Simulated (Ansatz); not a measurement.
## CoO under changes of volume

One of the cells (9.578 Å³/atom); the others are scaled copies at fixed shape and fractional positions:

```xyz
2
Lattice="1.5055 0.8692 2.4399 -1.5055 0.8692 2.4399 0.0000 -1.7384 2.4399" Properties=species:S:1:pos:R:3 pbc="T T T"
Co    0.0000    0.0000    0.0000
O     0.0000    0.0000    3.6599
```

The cell is a database's computed one.

* Program: Ansatz 0.2.0
* Functional: r2SCAN
* Potentials or basis: Ansatz PAW
* Cutoff: 500 eV (not typed: the program's choice for these potentials)
* k mesh: 11 × 11 × 11
* Occupations: fermi-dirac, width 0.05 eV
* Spin: collinear spin, ferromagnetic start
* Starting moments: [2.0, 0.0] μB

| volume (Å³/atom) | energy over the lowest point (meV/atom) | pressure (GPa) | gap on the mesh (eV) |
| --- | --- | --- | --- |
| 9.003 | 25.53 | 14.6 | 0.12 |
| 9.195 | 11.25 | 9.3 | 0.23 |
| 9.387 | 2.94 | 4.6 | 0.33 |
| 9.578 | 0.00 | 0.4 | 0.43 |
| 9.770 | ? | ? | ? |
| 9.961 | 8.06 | -6.9 | 0.60 |
| 10.153 | 18.12 | -9.9 | 0.68 |

What does the run at 9.770 Å³/atom give?

Energy over the lowest point 1.87 meV/atom; pressure -3.4 GPa; gap on the mesh 0.52 eV.

Worked out: A Birch-Murnaghan fit of order 3 (a polynomial in V^(-2/3)) to the other rows has its minimum at 9.60 Å³/atom with B0 = V·E''(V) = 199 GPa and B' = 4.4 at fixed shape and positions, which overstates the stiffness. It gives 1.89 meV/atom at 9.770 Å³/atom, against the run's 1.87, and -dE/dV = -3.4 GPa, against -3.4. A parabola through the other rows of the gap, of slope 4.42 eV per unit of ln V there, gives 0.52 eV, against the run's 0.52.

Energies are extrapolated to zero smearing.

Caveats: the magnetic or orbital state may not be the lowest; odd divisions of the mesh miss points on the zone boundary, where band edges often lie, so the gap on the mesh can be too wide; a cell with one magnetic atom can't hold antiferromagnetic order, which such compounds often take; the PAW data sets come from PBE, with cores solved anew for the run's functional, which leaves a small shift of forces and pressure.

A mesh can miss the band edges.
